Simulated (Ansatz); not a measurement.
## LiF: a prediction, then the measurements

These are results of DFT PBE, scalar-relativistic, plane waves, PAW (Ansatz), not measurements.

Plane waves to 420 eV, a k mesh through Γ of 10×10×10 on the computed 2-atom cell and Gaussian smearing (0.02 eV); no spin polarisation.

Relaxed structure:

```
CELL_PARAMETERS angstrom
0.00000 2.03352 2.03352
2.03352 0.00000 2.03352
2.03352 2.03352 0.00000
ATOMIC_POSITIONS crystal
Li 0.50000 0.50000 0.50000
F 0.00000 0.00000 0.00000
```

```json
{"Space group": "Fm-3m (No. 225)", "Volume per atom": "8.41 Å³", "Formation energy from the elements' standard states (uncorrected)": "-2.945 eV/atom", "Kohn–Sham band gap": "8.84 eV", "Orbital (Löwdin) character of the top 1 eV of the valence band": "F 2p 99 %", "Orbital (Löwdin) character of the lowest 1 eV of the conduction band": "Li 2s 63 %, F 2s 24 %, unprojected 9 %", "Bader charge by site (e)": "Li (1 in the cell) 0.90, F (1 in the cell) -0.90"}
```

**Against measurements.**

Measured lattice constant a of LiF: 4.0262 Å (298.15 K; a printed reference work (data compilation)). This calculation gives 4.067 Å (+1.0 %). The calculation is for 0 K without zero-point motion. Against the measured band gap of LiF, 13.6 eV (a printed reference work (monograph)), the calculated 8.84 eV is off by -4.76 eV. Kohn–Sham gaps of semilocal functionals fall short of measured ones as a rule.

The cell was reached from a generator's guess, though it ends in a space group that the Crystallography Open Database lists for this formula. Löwdin shares on free-atom orbitals overweight diffuse shells in the empty bands.
